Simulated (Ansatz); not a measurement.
ZrH2:

```
Zr H
1.0
     0.00000    2.40923    2.40923
     2.40923    0.00000    2.40923
     2.40923    2.40923    0.00000
Zr H
1 2
Direct
  0.00000 0.00000 0.00000
  0.25000 0.25000 0.25000
  0.75000 0.75000 0.75000
```

The cell is a database's computed one.

Base run:

```yaml
Program: Ansatz 0.2.0
Functional: PBEsol
Potentials_or_basis: Ansatz PAW
Cutoff: "420 eV (not typed: the program's choice for these potentials)"
k_mesh: 10 × 10 × 10
Occupations: fermi-dirac, width 0.05 eV
Spin: no spin polarisation
Hubbard_terms: Zr d U = 1 eV
```

Its results: band gap on the k mesh none (metal or under the smearing width); pressure -3.9 GPa.

Question: After a change of settings the same cell gave: band gap on the k mesh none (metal or under the smearing width); pressure 1.4 GPa. Which change was it?
A. hubbard terms from Zr d U = 1 eV to Zr d U = 2 eV
B. hubbard terms from Zr d U = 1 eV to none; hubbard projectors from ortho-atomic (the default) to none
C. hubbard terms from Zr d U = 1 eV to Zr d U = 6 eV

Answer: C.

Caveats: U without spin polarisation on a metal has little footing; the PAW data sets come from PBE, with cores solved anew for the run's functional, which leaves a small shift of forces and pressure; the U is typed as a test and isn't derived for this compound.
